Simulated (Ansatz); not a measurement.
## Elastic constants of BN at 5 GPa (stress–strain coefficients): input and output

The calculation used DFT PBE, scalar-relativistic, plane waves, PAW in Ansatz.

Launched with:
```bash
ansatz run input.yaml --threads 1 --pin off --max-ram 3072MiB --backend cpu --events-out ev --progress --plain --runs-dir out
```

Input (bare energies are in eV):
```yaml
crystal:
  lattice:
    - [2.5433023928, 0.0, 0.0]
    - [-1.2716511964, 2.2025644816, 0.0]
    - [0.0, 0.0, 4.2063340361]
  atoms:
    - { symbol: B, position: [0.6666666667, 0.3333333333, 0.9997602446] }
    - { symbol: B, position: [0.3333333333, 0.6666666667, 0.4997602446] }
    - { symbol: "N", position: [0.6666666667, 0.3333333333, 0.6252397554] }
    - { symbol: "N", position: [0.3333333333, 0.6666666667, 0.1252397554] }
basis:
  ecutwfc: 420
kpoints:
  mp_grid: { grid: [12, 12, 6] }
hamiltonian:
  xc: pbe
scf:
  occupations: { method: fixed }
output:
  forces: true
  stress: true
  eigenvalues: true
  polarization: {}
elastic:
  mode: relaxed_ion
  stencil: two_point
```

From the output:
```
--- Elastic constants: 3 strain directions × 2 members + reference (group order 12) ---
  dense FFT box of the reference and of every strained cell: 18×18×30
  strains applied: 11, 33, 23; error gains: componentwise 1.00 (the most a stress slope's error grows in a printed constant), spectral 1.41 (1 for all six strains in a standard setting)
  reference relaxed by the batch: 2 steps; max|allowed force component| 5.50e-5 eV/Å at the deck's positions, 3.60e-5 at the last accepted step, 3.61e-5 by the solve of record
  largest displacement 4.0e-7 Å; the constants are those of the deck's cell at these positions:
  atoms:
    - { symbol: B, position: [0.6666666666666667, 0.33333333333333337, 0.9997601485152313] }
    - { symbol: B, position: [0.33333333333333337, 0.6666666666666667, 0.49976014851523143] }
    - { symbol: N, position: [0.6666666666666667, 0.33333333333333337, 0.6252398514847685] }
    - { symbol: N, position: [0.33333333333333337, 0.6666666666666667, 0.12523985148476866] }
  C = ∂σ_k/∂η_j (tension-positive GPa; Voigt order 11 22 33 23 13 12):
       954.909    142.019     65.277      0.000      0.000     -0.000
       142.019    954.909     65.277      0.000      0.000     -0.000
        65.066     65.066   1047.644      0.000      0.000      0.000
         0.000      0.000     -0.000    335.536      0.000      0.000
        -0.000      0.000      0.000      0.000    335.536      0.000
         0.000     -0.000      0.000      0.000      0.000    406.445
  reference stress σ⁰ (GPa):     -4.996     -4.996     -4.990     -0.000     -0.000      0.000
  C* (energy form; C + prestress term) asymmetry max|C*_kj − C*_jk| = 2.060e-1 GPa — a small one proves nothing (zero by symmetry where the batch's group is 432, −43m or m−3m); a large one is finite-difference/SCF noise where every solve ...
  moduli (Voigt/Reuss/Hill, GPa): K = 389.13/389.11/389.12   G = 394.51/386.75/390.63   E = 878.07   ν = 0.124
  mechanically stable: yes (min eigenvalue of sym C = 335.54 GPa)
  e, the proper piezoelectric tensor (elastic.mode: relaxed_ion; C/m²; rows x y z; Voigt order 11 22 33 23 13 12):
       0.00000   -0.00000   -0.00000    0.00000   -0.34808    0.00000
       0.00000   -0.00000    0.00000   -0.34808    0.00000    0.00000
      -0.35725   -0.35725    1.00862    0.00000    0.00000   -0.00000
  ±, each entry's uncertainty from the finite density of the strings (C/m²), an estimate: the size of the correction for it that the entry includes:
       0.00000    0.00000    0.00000    0.00000    0.00279    0.00000
       0.00000    0.00000    0.00000    0.00279    0.00000    0.00000
       0.00059    0.00059    0.00098    0.00000    0.00000    0.00000
  the group's symmetry takes up to 3.0e-7 C/m² out of the measured responses: error of the strings' finite density and of the mesh across them, as far as it breaks the symmetry (raise kpoints.mp_grid and any string_points); the largest step ...
  the stresses are not corrected for the forces that the relaxations left standing (`elastic.f_tol`)
  strain η (Voigt 11):  stress-route row diagonal C_11 = 954.91 GPa, energy-path curvature d²(F+E_count+ΔE)/dδ²/Ω₀ = 955.09 GPa
         δ    σ_11 (GPa) F (eV) n_scf n_hpsi n_pw
    -2.000e-3      -6.9175       -1084.4762664       9   36816    476   relax 5 steps, max|allowed force component| 3.30e-7 eV/Å
     2.000e-3      -3.0979       -1084.4792808       8   35646    476   relax 4 steps, max|allowed force component| 5.63e-7 eV/Å
  strain η (Voigt 33):  stress-route row diagonal C_33 = 1047.64 GPa, energy-path curvature d²(F+E_count+ΔE)/dδ²/Ω₀ = 1048.73 GPa
         δ    σ_33 (GPa) F (eV) n_scf n_hpsi n_pw
    -2.000e-3      -7.1023       -1084.4762322       8   15601    476   relax 3 steps, max|allowed force component| 3.49e-7 eV/Å
     2.000e-3      -2.9117       -1084.4793096       9   16343    476   relax 3 steps, max|allowed force component| 3.15e-8 eV/Å
  strain η (Voigt 23):  stress-route row diagonal C_44 = 335.54 GPa, energy-path curvature d²(F+E_count+ΔE)/dδ²/Ω₀ = 339.04 GPa
         δ    σ_23 (GPa) F (eV) n_scf n_hpsi n_pw
    -2.000e-3      -0.6711       -1084.4779661       9   51938    476   relax 3 steps, max|allowed force component| 3.07e-6 eV/Å
     2.000e-3       0.6711       -1084.4779661       9   51743    476   relax 3 steps, max|allowed force component| 3.07e-6 eV/Å
--- Formal polarisation (Berry phase): one branch of a lattice of values; only differences between neighbouring runs are physical ---
  axis mesh electronic ionic p = total spread (rad) least overlap resolved gap  δp at fixed H ≤   (phases in cycles; p mod 1; gap in eV; gap and δp judge the states as solved, not the mesh's step, its ...
  b1    12×12×6        -0.00000000     8.00000000     8.00000000      0.000000         0.9639        8.3060           1.2e-6
  b2    12×12×6        -0.00000000     8.00000000     8.00000000      0.000000         0.9639        8.3060           1.2e-6
  b3    12×12×6         0.00467010     8.25095941     8.25562951      0.128559         0.9476        8.3060           6.4e-7
  quantum along a1:   0.10793632 e/Å² =   172.933051 µC/cm²
  quantum along a2:   0.10793632 e/Å² =   172.933051 µC/cm²
  quantum along a3:   0.17851445 e/Å² =   286.011676 µC/cm²
  P = (  0.43174528,   0.74780477,   1.47374914) e/Å² = (  691.732205,  1198.115323,  2361.206429) µC/cm²  (mod the quanta)
```

Time: 2 min on 1 thread of AMD EPYC 7R43 64-Core Processor (Zen 3), on a shared host, peak memory 0.45 GiB.

This wurtzite form isn't the usual stable structure of the compound at low pressure.